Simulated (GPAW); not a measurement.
The system is AlN.

```
Al N
1.0
     0.00000    2.18399    2.18399
     2.18399    0.00000    2.18399
     2.18399    2.18399    0.00000
Al N
1 1
Direct
  0.00000 0.00000 0.00000
  0.75000 0.75000 0.75000
```

Measurements of this composition are mostly on another form, of space group No. 186.

Base run:

```yaml
Program: GPAW 26.7.0
Functional: SCAN
Potentials_or_basis: GPAW PAW data sets (gpaw-data 1.2.1)
Cutoff: 800 eV
Basis: pw
k_mesh: 10 × 10 × 10
Occupations: fermi-dirac, width 0.05 eV
Spin: no spin polarisation
```

Its results: band gap on the k mesh 3.94 eV, indirect (least direct gap 4.90 eV).

The run is repeated on the same cell with these changes: functional from SCAN to optPBE-vdW; band points from 80 to 100. What comes out?

Band gap on the k mesh 3.52 eV, indirect (least direct gap 4.42 eV).
